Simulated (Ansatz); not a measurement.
Runs of Ansatz 0.2.0 on ZnS. It takes space group F-43m (No. 216, cubic). Conventional cell: a = 5.404 Å, b = 5.404 Å, c = 5.404 Å, α = 90.00°, β = 90.00°, γ = 90.00°. Zn (site symmetry -43m) has 4 S at 2.34 Å as nearest neighbours. S (site symmetry -43m) has 4 Zn at 2.34 Å as nearest neighbours. 

```tsv
task	level	potentials or basis	cell	k mesh	cutoff (eV)	smearing	basis error allowed	gap on the mesh (eV)	pressure (GPa)	relaxed volume (Å³/atom)
single point	PBE	all-electron LAPW, scalar-relativistic	as given	6 × 6 × 6	235	fermi-dirac 0.03 eV	0.004 eV/atom	2.11	1.6	-
Born charges and dielectric tensor	PBEsol	all-electron PAW datasets made for the crystal	as given	9 × 9 × 9	310	fixed	-	1.98	-	-
band structure	PBEsol	all-electron LAPW, scalar-relativistic	as given	9 × 9 × 9	281	fermi-dirac 0.05 eV	0.001 eV/atom	1.98	-2.0	-
relaxation of cell and atoms	PBE+D3(BJ)	all-electron LAPW, scalar-relativistic	relaxed	9 × 9 × 9	-	fermi-dirac 0.05 eV	0.001 eV/atom	2.18	0.0	19.42
phonons	LDA	all-electron LAPW, scalar-relativistic	as given	7 × 7 × 7	304	fermi-dirac 0.05 eV	0.001 eV/atom	1.86	-	-
band structure	RPBE	all-electron LAPW, scalar-relativistic	as given	9 × 9 × 9	280	fermi-dirac 0.05 eV	0.001 eV/atom	(c)	4.2	-
single point	PBE	all-electron PAW datasets made for the crystal	as given	6 × 6 × 6	280	fermi-dirac 0.05 eV	-	2.11	1.6	-
relaxation of cell and atoms	BLYP+D4	all-electron LAPW, scalar-relativistic	relaxed	9 × 9 × 9	-	fermi-dirac 0.05 eV	0.001 eV/atom	2.09	0.0	19.73
single point	PBE	all-electron LAPW, scalar-relativistic	as given	9 × 9 × 9	280	gaussian 0.016 eV	0.001 eV/atom	2.11	1.6	-
relaxation of cell and atoms	revPBE	all-electron LAPW, scalar-relativistic	relaxed	9 × 9 × 9	-	fermi-dirac 0.05 eV	0.001 eV/atom	(d)	0.0	(b)
relaxation of cell and atoms	PBEsol	all-electron LAPW, scalar-relativistic	relaxed	9 × 9 × 9	-	fermi-dirac 0.05 eV	0.001 eV/atom	2.09	0.0	19.20
relaxation of cell and atoms	PBE	all-electron LAPW, scalar-relativistic	relaxed	9 × 9 × 9	-	fermi-dirac 0.05 eV	0.001 eV/atom	(a)	0.0	20.16
```

Alike in all rows: no spin polarisation.

Task: Estimate the missing entries.

Result: (a) 2.02; (b) 20.72; (c) 2.29; (d) 2.03.

Caveats: an odd mesh through Γ misses points on the zone boundary, where band edges often lie (some runs); the program warned that the printed levels may be off, so bands, gaps and densities of states are rough (some runs).

Not every run made on this cell is shown here.
